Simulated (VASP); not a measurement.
InPd, 2 atoms in the cell. It takes space group Pm-3m (No. 221, cubic). The conventional cell has a = 3.272 Å, b = 3.272 Å, c = 3.272 Å, α = 90.00°, β = 90.00°, γ = 90.00°. In (site symmetry m-3m) has 8 Pd at 2.83 Å as nearest neighbours. Pd (site symmetry m-3m) is surrounded by 8 In at 2.83 Å. The cell comes from a database or a generator and needn't be the stable form of this composition.

| Quantity | Value |
| --- | --- |
| Program | VASP 6.6.1 |
| Task | relaxation of cell and atoms |
| Functional | PBE |
| Dispersion | D4 |
| Potentials or basis | VASP PAW PBE potentials, release 64 (In_d, Pd) |
| Cutoff | 600 eV |
| k mesh | 8 × 8 × 8 |
| Occupations | fermi-dirac, width 0.05 eV |
| Spin | no spin polarisation |
| Further INCAR settings | ALGO = Normal; EDIFF = 1e-06; IBRION = 2; EDIFFG = -0.005; NSW = 60; ISIF = 3 |

Potentials or basis: VASP PAW PBE potentials, release 64 (In_d, Pd).

The run is started by

```bash
$ cat potpaw_PBE.64/In_d/POTCAR potpaw_PBE.64/Pd/POTCAR > POTCAR
$ mpirun -np 1 vasp_std > vasp.out
```

Hardware: 1 thread of Intel(R) Xeon(R) 6975P-C (Granite Rapids), on a shared host.

Q: How long does it take, and how much memory?

A: Wall time 21 s on 1 thread of Intel(R) Xeon(R) 6975P-C (Granite Rapids), on a shared host, peak memory 0.17 GiB. Counts: scf iterations 27, k points 35, ion steps 3.
